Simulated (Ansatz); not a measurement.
# BN: the cost of one run

Program: Ansatz 0.2.0. Level of theory: DFT PBE+D3(BJ), scalar-relativistic, plane waves, PAW. These are calculated values, not measurements.

### Step 1. The starting structure

It takes space group P6_3/mmc (No. 194, hexagonal). Conventional cell: a = 2.504 Å, b = 2.504 Å, c = 6.661 Å, α = 90.00°, β = 90.00°, γ = 120.00°. Around B (site symmetry -6m2) lie 3 N at 1.45 Å. N (site symmetry -6m2) has 3 B at 1.45 Å in its first shell of neighbours.

Structure file:

```cif
data_structure
_symmetry_space_group_name_H-M 'P6_3/mmc'
_symmetry_Int_Tables_number 194
_cell_length_a 2.5040
_cell_length_b 2.5040
_cell_length_c 6.6612
_cell_angle_alpha 90.000
_cell_angle_beta 90.000
_cell_angle_gamma 120.000
_cell_volume 36.17
loop_
_atom_site_label
_atom_site_type_symbol
_atom_site_symmetry_multiplicity
_atom_site_Wyckoff_symbol
_atom_site_fract_x
_atom_site_fract_y
_atom_site_fract_z
_atom_site_occupancy
B1 B 2 d 0.33333 0.66667 0.75000 1
N1 N 2 c 0.33333 0.66667 0.25000 1
```

The cell is taken as given, not relaxed at this level.

### Step 2. The reference cell

The cell is repeated 2 times, 8 atoms in all. Reference values: F = -2170.7438 eV; pressure 0.64 GPa; largest force 0.000 eV/Å; gap on the mesh 4.25 eV. It was computed beforehand with the settings of the runs below.

### Step 3. The scan: a stacking-fault curve

The cut lies on the cell's a–b face, a (0 0 1) plane of area 5.43 Å², between layers 3.33 Å apart (B, N below, B, N above); the cell is 13.3 Å thick. Vector c is tilted by f times 1·a + 0·b (length 2.504 Å) with the atoms' Cartesian places fixed: one unrelaxed fault per cell.

### Step 4. f = 0.200

Input file input.yaml:

```yaml
crystal:
  lattice:
    - [-2.5039917043, 0.0, 0.0]
    - [-1.2519958521, -2.1685204268, 0.0]
    - [-0.5007983409, 0.0, 13.3224]
  atoms:
    - { symbol: B, position: [0.1583333333, 0.3333333333, 0.875] }
    - { symbol: B, position: [0.2583333333, 0.3333333333, 0.375] }
    - { symbol: B, position: [0.6416666667, 0.6666666667, 0.125] }
    - { symbol: B, position: [0.5416666667, 0.6666666667, 0.625] }
    - { symbol: "N", position: [0.3083333333, 0.3333333333, 0.125] }
    - { symbol: "N", position: [0.2083333333, 0.3333333333, 0.625] }
    - { symbol: "N", position: [0.4916666667, 0.6666666667, 0.875] }
    - { symbol: "N", position: [0.5916666667, 0.6666666667, 0.375] }
basis:
  ecutwfc: 420
kpoints:
  mp_grid: { grid: [10, 10, 2] }
hamiltonian:
  xc: pbe
  dispersion: d3bj
scf:
  occupations: { method: gaussian, width: 0.05 }
output:
  forces: true
  stress: true
  eigenvalues: true
```

Launch:

```sh
> ansatz run input.yaml --threads 2 --pin off --max-ram 5120MiB --backend cpu --events-out ev --progress --plain --runs-dir out
```

**Question.** How long does this run take on 2 threads of Intel Xeon Platinum 8488C (Sapphire Rapids), shared host, and how much memory does it need?

About 2.8 s, with a peak of 0.47 GiB.
